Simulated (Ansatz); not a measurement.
Al:

```
Al
1.0
     4.54673    0.00000    0.00000
    -2.27337    3.93758    0.00000
     0.00000    0.00000    2.75393
Al
2
Direct
  0.33333 0.66667 0.50000
  0.66667 0.33333 0.50000
```

The cell was built by a generator and needn't be a form met in nature.

```yaml
Program: Ansatz 0.2.0
Task: relaxation of cell and atoms
Functional: r2SCAN
Dispersion: D3(BJ)-ATM
Potentials_or_basis: Ansatz PAW
Cutoff: "500 eV (not typed: the program's choice for these potentials)"
k_mesh: 7 × 7 × 10
Occupations: fermi-dirac, width 0.05 eV
Spin: no spin polarisation
```

At the start: volume 24.65 Å³/atom.

How do energy, volume and symmetry change on relaxing?

It ends after 5 steps and the volume is 23.89 Å³/atom (-3.1 %); space group P6/mmm (No. 191, to 0.05 Å).

Step by step:
```
step  energy change (eV)  largest force (eV/Å)  volume (Å³)
   1              0.0000                0.0000        49.30
   2             -0.0075                0.0000        47.73
   3             -0.0078                0.0000        47.77
   4             -0.0078                0.0000        47.77
   5             -0.0078                0.0000        47.77
```

Final structure:
```cif
data_structure
_symmetry_space_group_name_H-M 'P 1'
_symmetry_Int_Tables_number 1
_cell_length_a 4.5065
_cell_length_b 4.5065
_cell_length_c 2.7162
_cell_angle_alpha 90.000
_cell_angle_beta 90.000
_cell_angle_gamma 120.000
_cell_volume 47.77
loop_
_atom_site_label
_atom_site_type_symbol
_atom_site_fract_x
_atom_site_fract_y
_atom_site_fract_z
_atom_site_occupancy
Al1 Al 0.33333 0.66667 0.50000 1
Al2 Al 0.66667 0.33333 0.50000 1
```

Caveat: the plane-wave basis is chosen anew once the cell has moved, so the energies of steps on either side of that aren't comparable; pairwise dispersion overbinds metals, which lowers pressure and volume; the PAW data sets come from PBE, with cores solved anew for the run's functional, which leaves a small shift of forces and pressure.
